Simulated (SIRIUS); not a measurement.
Crystal: PtSe.

```xyz
2
Lattice="0.0000 3.0374 3.0374 3.0374 0.0000 3.0374 3.0374 3.0374 0.0000" Properties=species:S:1:pos:R:3 pbc="T T T"
Pt    0.0000    0.0000    0.0000
Se    1.5187    1.5187    1.5187
```

The cell comes from a database or a generator and needn't be the stable form of this composition.

Base run:

- Program: SIRIUS 7.10.0
- Functional: PBEsol
- Potentials or basis: PseudoDojo 0.4.1 PBE standard (scalar relativistic)
- Cutoff: 1177 eV
- Density cutoff: 4707 eV
- k mesh: 8 × 8 × 8
- Occupations: fermi-dirac, width 0.05 eV
- Spin: no spin polarisation
- Hubbard terms: Pt d U = 4 eV

Its results: band gap on the k mesh none (metal or under the smearing width); pressure -14.1 GPa.

Task: After a change of settings the same cell gave: band gap on the k mesh none (metal or under the smearing width); pressure -13.2 GPa. Which change was it?
A. hubbard terms from Pt d U = 4 eV to Pt d U = 8 eV
B. hubbard terms from Pt d U = 4 eV to Pt d U = 2 eV
C. hubbard terms from Pt d U = 4 eV to none; hubbard projectors from orthogonalised atomic orbitals to none; start of the occupations from the program's own to none

Result: A.

Caveats: the potentials were made for another functional, which shifts forces and pressure; U without spin polarisation on a metal has little footing.
